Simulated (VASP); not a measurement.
Here is a VASP 6.6.1 calculation.

File INCAR:

```
PREC = Accurate
ENCUT = 520
EDIFF = 1E-7
ISMEAR = 0
SIGMA = 0.02
LREAL = F
LASPH = T
NELM = 100
ALGO = Fast
ISIF = 3
LWAVE = F
LCHARG = F
GGA = PE
IBRION = 2
NSW = 80
EDIFFG = -0.002
KPAR = 4
```

The input KPOINTS:

```
regular mesh
0
Gamma
  12 12 6
```

POSCAR

```
SiC                                     
1.0
    3.0917098435      0.0000000000     -0.0000000000
   -1.5458549217      2.6774992635      0.0000000000
    0.0000000000      0.0000000000      5.0740842051
  Si              C             
     2     2
Direct
     0.3333333300000021    0.6666666699999979    0.0045838175766696
     0.6666666699999979    0.3333333300000021    0.5045838175766696
     0.3333333300000021    0.6666666699999979    0.3804161824233284
     0.6666666699999979    0.3333333300000021    0.8804161824233284
```

Potentials or basis: VASP PAW PBE potentials, release 64 (Si, C).

Command:

```sh
$ cat potpaw_PBE.64/Si/POTCAR potpaw_PBE.64/C/POTCAR > POTCAR
$ mpirun -np 4 vasp_std > vasp.out
```

What does it give for the band gap on the k mesh?

2.30 eV, indirect (least direct gap 3.94 eV).

Final structure:
```
Si C
1.0
     3.09171    0.00000    0.00000
    -1.54585    2.67750    0.00000
     0.00000    0.00000    5.07408
Si C
2 2
Cartesian
  0.0000 1.7850 0.0233
  1.5459 0.8925 2.5603
  0.0000 1.7850 1.9303
  1.5459 0.8925 4.4673
```

Caveat: the relaxation stopped at its first step, so nothing moved. A hybrid or GW would open this gap; PBE tends to underestimate it.
